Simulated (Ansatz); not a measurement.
The calculation used DFT, revPBE, plane waves (420 eV) with PAW, scalar-relativistic (Ansatz). The PAW files were generated under PBE, with cores re-solved for the functional.

An element in the omega (AlB2-type) structure gives this curve. The cell is scaled uniformly from the relaxed one, with fractional coordinates and shape fixed. Energies are extrapolated to zero smearing, pressures are those at the given smearing. Magnetic state: spin not included.

| V (Å³/atom) | E − E₀ (meV/atom) | P (GPa) |
| --- | --- | --- |
| 20.036 | 126.2 | 16.49 |
| 20.946 | 52.1 | 9.96 |
| 21.857 | 12.0 | 4.54 |
| 22.768 | 0.0 | 0.04 |
| 23.679 | 11.5 | -3.71 |
| 24.589 | 42.5 | -6.83 |
| 25.500 | 89.7 | -9.43 |

Problem. Which element is it?
A. gallium
B. cadmium
C. scandium
D. hafnium

Solution. D. Its fit is V₀ = 22.75 Å³/atom, B₀ = 103 GPa, B₀′ = 3.6.
